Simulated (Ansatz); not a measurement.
**SnO2: strain energy, fitted**

SnO2, Pbcn, a = 4.789 Å, b = 5.824 Å, c = 5.306 Å. This isn't the usual stable structure of the compound. Ansatz: PBE, PAW, 420 eV, Γ-centred 6×6×6 mesh on 12 atoms, Gaussian smearing 0.02 eV; no spin polarisation. Series: uniaxial strain along c, with a, b and atoms relaxed; x is the strain in per cent. y is the free energy over the unstrained cell, V0 = 12.333 Å³/atom.

| x (%) | y (meV/atom) |
| --- | --- |
| -2.0 | ? |
| -1.0 | 0.80 |
| 0.0 | 0.00 |
| 1.0 | 0.80 |
| 2.0 | 3.17 |

Q: Fit y = c2 x² + c3 x³ to the other rows, turn c2 into a modulus, and predict the missing energy.

A: Least squares on the rows shown. y = 0.7985 x² − 0.002927 x³. In eV per unit strain² c2 is 7.985; this is Young's modulus along the axis (E = ½ Y V0 ε²): 2 × 7.985 × 160.2 / (12.333) = 207 GPa. At x = -2.0 the fit asked for gives 3.22 meV/atom. The run gave 3.27 meV/atom, so the fit is 0.05 meV/atom too low, a small miss on the scale of the series. The form still works here, 33 % of the fitted range beyond its end.

Cost: 5 runs of about 23 core-minutes in all, on Intel Xeon Processor @ 2.70GHz (shared hosts).